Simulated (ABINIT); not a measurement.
ZnS (Wurtzite-4H): single point with LDA

**Experimental background.**

From a printed reference work, monograph, for a bulk crystal of ZnS at 4 K: band gap 3.911 eV (direct).

The system is ZnS (Wurtzite-4H).

```
CELL_PARAMETERS angstrom
3.82270 0.00000 0.00000
-1.91135 3.31056 0.00000
0.00000 0.00000 12.52000
ATOMIC_POSITIONS crystal
Zn 0.66667 0.33333 0.75000
Zn 0.33333 0.66667 0.25000
Zn 0.00000 0.00000 0.50000
Zn 0.00000 0.00000 0.00000
S 0.66667 0.33333 0.93750
S 0.33333 0.66667 0.43750
S 0.00000 0.00000 0.68750
S 0.00000 0.00000 0.18750
```

```json
{
  "Program": "ABINIT 10.8.3 (patched build)",
  "Task": "single point",
  "Functional": "LDA",
  "Potentials or basis": "JTH PAW LDA v2.0",
  "Cutoff": "544 eV",
  "k mesh": "5 × 5 × 2",
  "Occupations": "fermi-dirac, width 0.05 eV",
  "Spin": "no spin polarisation",
  "Fine-grid cutoff": "1088.46 eV"
}
```

- Largest force: 0.042 eV/Å
- Band gap on the k mesh: 1.86 eV, direct
- Valence electrons inside the program's atomic spheres: Zn 10.80; S 3.57

Forces in eV/Å, atoms in the order of the input:
```
Zn   0.000  0.000  0.005
Zn   0.000  0.000  0.005
Zn   0.000  0.000  0.022
Zn   0.000  0.000  0.022
S    0.000  0.000  0.014
S    0.000  0.000  0.014
S    0.000  0.000 -0.042
S    0.000  0.000 -0.042
```

Levels at points of the mesh, in eV from the valence-band top:
```
           k point  band 34  band 35  band 36  band 37  band 38  band 39
(0.00, 0.00, 0.00)    -0.04     0.00     0.00     1.86     2.96     3.15
(0.00, 0.00, 0.50)    -0.15    -0.15    -0.15     2.75     2.75     3.08
```

Run time: 4.4 min on 1 thread of Arm Neoverse V1, with other jobs on the host, peak memory 0.18 GiB.

Measured gap of ZnS: 3.911 eV (direct; 4 K; a printed reference work, monograph). This calculation gives 1.86 eV (-2.05 eV). So large a miss can be the level of theory's own, or it may mean another phase, state or a wrong row. The value is that of LDA, without temperature or zero-point motion. Semilocal functionals fall short of measured gaps as a rule.
